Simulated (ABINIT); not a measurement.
# Ta2N (P-3m1) in ABINIT: further runs

Aim: see how the results for Ta2N move with the level of theory and the settings. Levels: PBEsol, PBE. Tasks: optical spectrum.

All numbers are computed with ABINIT 10.8.3 (patched build); they aren't measurements. Logs are shortened: lines on timing, memory, paths and dates and some standing lists are left out, and cuts for length are marked. The log counts tension as positive stress, the text compression.

## Step 1: The crystal as given

Symmetry: P-3m1, No. 164, trigonal system. Conventional cell: a = 3.113 Å, b = 3.113 Å, c = 4.870 Å, α = 90.00°, β = 90.00°, γ = 120.00°. Ta (site symmetry 3m) is surrounded by 3 N at 2.18 Å. N (site symmetry -3m) is surrounded by 6 Ta at 2.18 Å.

The cell comes from a database or a generator and needn't be the stable form of this composition.

## Step 2: Optical spectrum, PBEsol

Contents of run.abi:

```
ndtset 3

pp_dirpath "./"
pseudos "Ta.upf, N.upf"

acell 3.112861506 3.1128615059 4.869841 Angstrom
rprim
     1.0000000000     0.0000000000     0.0000000000
    -0.5000000000     0.8660254038     0.0000000000
     0.0000000000     0.0000000000     1.0000000000
ntypat 2
znucl 73 7
natom 3
typat 1 1 2
xred
            1/3            2/3   0.2547110000
            2/3            1/3   0.7452890000
            0.0            0.0            0.0

ecut 36.0

ngkpt 12 12 8
nshiftk 1
shiftk 0.0 0.0 0.5
istwfk *1

ixc -116133

occopt 3
tsmear 0.05 eV

nstep 80

iomode 3
prteig 0
prtebands 0

nband1 20
tolvrs1 1.0e-12
prtden1 1
prtwf1 0
kptopt1 1

iscf2 -3
getden2 1
nband2 32
nbdbuf2 4
tolwfr2 1.0e-12
nstep2 120
prtden2 0
kptopt2 1

optdriver3 8
wfk_task3 "wfk_optics_fullbz"
getwfk3 2
nband3 28
kptopt3 1
prtevk3 1
inclvkb3 2
```

Contents of optic.abi:

```
&FILES
 ddkfile_1 = 'runo_DS3_1_EVK.nc',
 ddkfile_2 = 'runo_DS3_2_EVK.nc',
 ddkfile_3 = 'runo_DS3_3_EVK.nc',
 wfkfile = 'runo_DS3_WFK.nc'
/
&PARAMETERS
 broadening = 0.007350,
 domega = 0.002,
 maxomega = 0.8,
 scissor = 0.000000,
 tolerance = 0.002
/
&COMPUTATIONS
 num_lin_comp = 2,
 lin_comp = 11,33,
 num_nonlin_comp = 0
/
```

Potentials or basis: PseudoDojo NC SR PBEsol v0.4.1 standard.

Command:

```console
$ abinit run.abi > log 2>&1
$ optic optic.abi > optic.log 2>&1
```

run.abo:

```text
.Version 10.8.3 of ABINIT
 DATASET    1 : space group P-3 m 1 (#164); Bravais hP (primitive hexag.)
================================================================================
 Values of the parameters that define the memory need for DATASET  1.
     intxc =       0    ionmov =       0      iscf =       7    lmnmax =       8
     lnmax =       8     mgfft =      50  mpssoang =       4    mqgrid =    3001
     natom =       3  nloc_mem =       1    nspden =       1   nspinor =       1
    nsppol =       1      nsym =      12    n1xccc =    2501    ntypat =       2
    occopt =       3   xclevel =       2
       mpw =        2865          nfft =       51200          nkpt =         124
================================================================================
================================================================================
[... 13 lines left out ...]
 DATASET    3 : space group P-3 m 1 (#164); Bravais hP (primitive hexag.)
================================================================================
 Values of the parameters that define the memory need for DATASET  3.
     intxc =       0    ionmov =       0      iscf =       7    lmnmax =       8
     lnmax =       8     mgfft =      50  mpssoang =       4    mqgrid =    3001
     natom =       3  nloc_mem =       1    nspden =       1   nspinor =       1
    nsppol =       1      nsym =      12    n1xccc =    2501    ntypat =       2
    occopt =       3   xclevel =       2
       mpw =        2865          nfft =       51200          nkpt =         124
================================================================================
================================================================================

--------------------------------------------------------------------------------
------------- Echo of variables that govern the present computation ------------
--------------------------------------------------------------------------------
 -outvars: echo values of preprocessed input variables --------
            acell      5.8824557142E+00  5.8824557140E+00  9.2026657667E+00 Bohr
              amu      1.80947900E+02  1.40067400E+01
             ecut      3.60000000E+01 Hartree
           getden1          0
           getden2          1
           getden3          0
           getwfk1          0
           getwfk2          0
           getwfk3          2
             iscf1          7
             iscf2         -3
             iscf3          7
              ixc     -116133
           jdtset        1    2    3
                       outvar_i_n : Printing only first  50 k-points.
         kptrlatt       12    0    0      0   12    0      0    0    8
          kptrlen      7.05894686E+01
            natom           3
            nband1         20
            nband2         32
            nband3         28
           nbdbuf1          0
           nbdbuf2          4
           nbdbuf3          0
           ndtset           3
            ngfft          32      32      50
             nkpt         124
            nstep1         80
            nstep2        120
            nstep3         80
             nsym          12
           ntypat           2
                       prtocc : prtvol=0, do not print more k-points.
                       prtocc : prtvol=0, do not print more k-points.
                       prtocc : prtvol=0, do not print more k-points.
           occopt           3
        optdriver1          0
        optdriver2          0
        optdriver3          8
           prtden1          1
           prtden2          0
           prtden3          1
        prtebands           0
           prteig           0
           prtevk1          0
           prtevk2          0
           prtevk3          1
            prtwf1          0
            prtwf2          1
            prtwf3          1
            rprim      1.0000000000E+00  0.0000000000E+00  0.0000000000E+00
                      -5.0000000000E-01  8.6602540380E-01  0.0000000000E+00
                       0.0000000000E+00  0.0000000000E+00  1.0000000000E+00
           shiftk      0.00000000E+00  0.00000000E+00  5.00000000E-01
          spgroup         164
           tolvrs1     1.00000000E-12
           tolvrs2     0.00000000E+00
           tolvrs3     0.00000000E+00
           tolwfr1     0.00000000E+00
           tolwfr2     1.00000000E-12
           tolwfr3     0.00000000E+00
           tsmear      1.83746611E-03 Hartree
            typat      1  1  2
         wfk_task1          0
         wfk_task2          0
         wfk_task3          7
                       outvars : Printing only first  50 k-points.
           xangst      3.3333253181E-11  1.7972114284E+00  1.2404020710E+00
                       1.5564307530E+00  8.9860571421E-01  3.6294389290E+00
                       0.0000000000E+00  0.0000000000E+00  0.0000000000E+00
            xcart      6.2990719398E-11  3.3962373901E+00  2.3440202001E+00
                       2.9412278571E+00  1.6981186950E+00  6.8586455666E+00
[... 203 lines left out ...]
 Unit cell volume ucvol=  2.7577927E+02 bohr^3
 Angles (23,13,12)=  9.00000000E+01  9.00000000E+01  1.20000000E+02 degrees

 getcut: wavevector=  0.0000  0.0000  0.0000  ngfft=  32  32  50
         ecut(hartree)=     36.000   => boxcut(ratio)=   2.01159
--------------------------------------------------------------------------------

================================================================================

--- !BeginCycle
iteration_state: {dtset: 2, }
solver: {iscf: -3, nstep: 120, nline: 4, wfoptalg: 0, }
tolerances: {tolwfr: 1.00E-12, }
...

     iter   Etot(hartree)      deltaE(h)  residm     vres2
 Non-SCF case, kpt    1 (  0.00000  0.00000  0.06250), residuals and eigenvalues=
  2.42E-13  9.51E-13  3.59E-13  2.17E-13  4.28E-13  6.22E-13  6.60E-13  2.06E-13
  9.45E-13  1.34E-13  4.24E-13  4.18E-13  4.59E-13  8.92E-14  8.59E-13  5.74E-13
  2.99E-13  1.78E-13  1.79E-13  7.81E-13  6.42E-13  1.22E-13  2.64E-13  6.09E-13
  1.68E-13  2.75E-13  2.99E-13  8.57E-13  5.44E-13  4.10E-12  3.60E-09  2.04E-08
 -1.9905E+00 -1.9877E+00 -7.7767E-01 -7.5142E-01 -7.5142E-01 -7.4689E-01
 -7.4689E-01 -7.4299E-01 -1.0527E-01  2.2161E-01  3.0917E-01  3.0917E-01
  3.5138E-01  5.0320E-01  5.2072E-01  5.2072E-01  5.4197E-01  5.4197E-01
  5.4548E-01  5.7696E-01  5.7696E-01  7.0536E-01  7.7508E-01  7.7508E-01
  8.9933E-01  9.9477E-01  1.0667E+00  1.1124E+00  1.1124E+00  1.1667E+00
  1.2461E+00  1.2461E+00
 prteigrs : prtvol=0 or 1, do not print more k-points.

--- !ResultsGS
iteration_state: {dtset: 2, }
comment   : Summary of ground state results
lattice_vectors:
- [  5.8824557,   0.0000000,   0.0000000, ]
- [ -2.9412279,   5.0943561,   0.0000000, ]
- [  0.0000000,   0.0000000,   9.2026658, ]
lattice_lengths: [   5.88246,    5.88246,    9.20267, ]
lattice_angles: [ 90.000,  90.000, 120.000, ] # degrees, (23, 13, 12)
lattice_volume:   2.7577927E+02
convergence: {deltae:  0.000E+00, res2:  0.000E+00, residm:  9.978E-13, diffor:  0.000E+00, }
etotal    :  -1.40601890E+02
entropy   :   0.00000000E+00
fermie    :   5.30356243E-01
cartesian_stress_tensor: null
pressure_GPa: null
xred      :
- [  3.3333E-01,   6.6667E-01,   2.5471E-01, Ta]
- [  6.6667E-01,   3.3333E-01,   7.4529E-01, Ta]
- [  0.0000E+00,   0.0000E+00,   0.0000E+00,  N]
cartesian_forces: null
force_length_stats: {min: null, max: null, mean: null, }
...

 Integrated electronic density in atomic spheres:
 ------------------------------------------------
 Atom  Sphere_radius  Integrated_density
    1        2.00000          9.22979638
    2        2.00000          9.22979638
    3        2.00000          5.33883887
================================================================================

 ----iterations are completed or convergence reached----

 Mean square residual over all n,k,spin=   42.240E-14; max=  99.784E-14
 reduced coordinates (array xred) for    3 atoms
       0.333333333333      0.666666666667      0.254711000000
       0.666666666667      0.333333333333      0.745289000000
       0.000000000000      0.000000000000      0.000000000000

 cartesian coordinates (angstrom) at end:
    1      0.00000000003333     1.79721142841368     1.24040207095100
    2      1.55643075301667     0.89860571420684     3.62943892904900
    3      0.00000000000000     0.00000000000000     0.00000000000000
 length scales=  5.882455714221  5.882455714032  9.202665766717 bohr
              =  3.112861506000  3.112861505900  4.869841000000 angstroms
 Eigenvalues (hartree) for nkpt= 124  k points:
 kpt#   1, nband= 32, wtk=  0.00174, kpt=  0.0000  0.0000  0.0625 (reduced coord)
  -1.99048   -1.98772   -0.77767   -0.75142   -0.75142   -0.74689   -0.74689   -0.74299
  -0.10527    0.22161    0.30917    0.30917    0.35138    0.50320    0.52072    0.52072
   0.54197    0.54197    0.54548    0.57696    0.57696    0.70536    0.77508    0.77508
   0.89933    0.99477    1.06666    1.11244    1.11244    1.16666    1.24607    1.24607
      occupation numbers for kpt#   1
   2.00000    2.00000    2.00000    2.00000    2.00000    2.00000    2.00000    2.00000
   2.00000    2.00000    2.00000    2.00000    2.00000    2.00000    1.98951    1.98951
   0.00359    0.00359    0.00053    0.00000    0.00000    0.00000    0.00000    0.00000
   0.00000    0.00000    0.00000    0.00000    0.00000    0.00000    0.00000    0.00000
 prteigrs : prtvol=0 or 1, do not print more k-points.

--- !EnergyTerms
iteration_state     : {dtset: 2, }
comment             : Components of total free energy in Hartree
kinetic             :  4.12337056242680E+01
hartree             :  1.64691403151365E+01
xc                  : -3.24448233348020E+01
Ewald energy        : -1.08472771474162E+02
psp_core            :  5.47213584481505E+00
local_psp           : -7.09739826825422E+01
non_local_psp       :  8.11508080524895E+00
internal            : -1.40601514902038E+02
'-kT*entropy'       : -3.75169621980800E-04
total_energy        : -1.40601890071660E+02
...

--- !EnergyTermsDC
iteration_state     : {dtset: 2, }
comment             : '"Double-counting" decomposition of free energy'
band_energy         : -1.24673525235605E+01
Ewald energy        : -1.08472771474162E+02
psp_core            :  5.47213584481505E+00
xc_dc               : -2.51335269332840E+01
internal            : -1.40601515086192E+02
'-kT*entropy'       : -3.75169621980800E-04
total_energy_dc     : -1.40601890255814E+02
...

================================================================================
== DATASET  3 ==================================================================

--- !DatasetInfo
iteration_state: {dtset: 3, }
dimensions: {natom: 3, nkpt: 124, mband: 28, nsppol: 1, nspinor: 1, nspden: 1, mpw: 2865, }
cutoff_energies: {ecut:  36.0, pawecutdg:  -1.0, }
electrons: {nelect:   3.10000000E+01, charge:   0.00000000E+00, occopt:   3.00000000E+00, tsmear:   1.83746611E-03, }
meta: {optdriver: 8, wfk_task: 7, }
...

 mkfilename : getwfk/=0, take file _WFK from output of DATASET   2.

--------------------------------------------------------------------------------

 Computation of velocity matrix elements (DDK)

 Parameters extracted from the Abinit header:
    ecut:     36.0
    nkpt:    1152
    mband:   32
    nsppol:  1
    nspinor: 1
    useylm:  0
    inclvkb: 2
    bmin: 1, bmax: 32
    Computing diagonal and off-diagonal matrix elements
    Between band index bmin: 1, bmax: 32

== END DATASET(S) ==============================================================
================================================================================

 -outvars: echo values of variables after computation  --------
            acell      5.8824557142E+00  5.8824557140E+00  9.2026657667E+00 Bohr
           etotal1    -1.4060189026E+02
           etotal2    -1.4060189026E+02
           etotal3     0.0000000000E+00
            fcart1    -1.1443542264E-29  1.4315019781E-28 -7.1737441955E-03
                      -3.4330626791E-29 -1.8719641251E-28  7.1737441955E-03
                       4.5774169054E-29  4.4046214709E-29 -0.0000000000E+00
            fcart3     0.0000000000E+00  0.0000000000E+00  0.0000000000E+00
                       0.0000000000E+00  0.0000000000E+00  0.0000000000E+00
                       0.0000000000E+00  0.0000000000E+00  0.0000000000E+00
            rprim      1.0000000000E+00  0.0000000000E+00  0.0000000000E+00
                      -5.0000000000E-01  8.6602540380E-01  0.0000000000E+00
                       0.0000000000E+00  0.0000000000E+00  1.0000000000E+00
           strten1     3.3135843046E-04  3.3135843104E-04  3.0030918096E-04
                       0.0000000000E+00  0.0000000000E+00 -3.7416861319E-13
           strten3     0.0000000000E+00  0.0000000000E+00  0.0000000000E+00
                       0.0000000000E+00  0.0000000000E+00  0.0000000000E+00
           xangst      3.3333253181E-11  1.7972114284E+00  1.2404020710E+00
                       1.5564307530E+00  8.9860571421E-01  3.6294389290E+00
                       0.0000000000E+00  0.0000000000E+00  0.0000000000E+00
             xred      3.3333333333E-01  6.6666666667E-01  2.5471100000E-01
                       6.6666666667E-01  3.3333333333E-01  7.4528900000E-01
                       0.0000000000E+00  0.0000000000E+00  0.0000000000E+00
 Calculation completed.
```

Run time: 12 min. Hardware: 1 thread of Arm Neoverse V1, shared host; peak memory 1.8 GiB.

What came out:

```
Free energy   : -3825.9723 eV
Pressure      : -9.4 GPa
Largest force : 0.369 eV/Å
```

Forces in eV/Å, atoms in the order of the input:
```
Ta   0.000  0.000 -0.369
Ta   0.000  0.000  0.369
N    0.000  0.000  0.000
```

Stress tensor (GPa, compression positive):
```
-9.75  0.00  0.00
 0.00 -9.75  0.00
 0.00  0.00 -8.84
```

Dielectric function (mean over the directions given):
```csv
energy (eV),real part,imaginary part
0.33,62.69,46.23
1.31,6.43,25.22
2.29,4.62,16.06
3.37,2.67,12.36
4.35,1.47,10.74
5.44,1.67,8.97
6.42,0.12,8.53
7.51,-0.48,6.28
8.49,-0.13,5.37
9.58,0.02,6.00
10.56,-1.78,5.43
11.65,-1.99,3.57
12.63,-2.10,2.48
13.71,-1.38,2.14
14.69,-1.28,1.49
15.78,-0.86,1.34
16.76,-0.68,1.10
17.85,-0.41,0.92
18.83,-0.30,0.88
19.92,-0.17,0.84
```

Caveat: the cutoff is short for stress, so the pressure is rough; the intraband (Drude) term is left out; spectra need much finer meshes, so this one isn't converged; independent-particle spectra lack excitons. The run has no spin-orbit coupling, so splittings on Ta are missing.

[end of part 1 of 2]
